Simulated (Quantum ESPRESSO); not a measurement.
Input of a Quantum ESPRESSO 7.5 run:

The input pw.in:

```
&CONTROL
  calculation = 'scf'
  prefix = 'pwscf'
  outdir = './tmp'
  pseudo_dir = './pseudo'
  tprnfor = .true.
  tstress = .true.
  disk_io = 'nowf'
/
&SYSTEM
  ibrav = 0
  nat = 2
  ntyp = 2
  ecutwfc = 65
  ecutrho = 780
  nbnd = 20
  occupations = 'smearing'
  smearing = 'fd'
  degauss = 0.00367493
  nspin = 2
  starting_magnetization(1) = 0.2667
  starting_magnetization(2) = 0
/
&ELECTRONS
  conv_thr = 4d-10
  electron_maxstep = 120
  mixing_beta = 0.3
/
ATOMIC_SPECIES
Mn    54.9380 mn_pbe_v1.5.uspp.F.UPF
S     32.0600 s_pbe_v1.4.uspp.F.UPF
CELL_PARAMETERS angstrom
   0.0000000000    2.6045000000    2.6045000000
   2.6045000000    0.0000000000    2.6045000000
   2.6045000000    2.6045000000    0.0000000000
ATOMIC_POSITIONS crystal
Mn     0.0000000000    0.0000000000    0.0000000000
S      0.5000000000    0.5000000000    0.5000000000
K_POINTS automatic
9 9 9 0 0 0
```

Potentials or basis: SSSP 1.3 efficiency PBE.

Command:

```sh
$ OMP_NUM_THREADS=1 pw.x -in pw.in > pw.out
```

Task: Predict the net moment.

Result: 4.73 μB per cell.

Task: What does it give for the pressure?

Result: -2.7 GPa.

Caveat: a cell with one magnetic atom can't hold antiferromagnetic order, which such compounds often take.
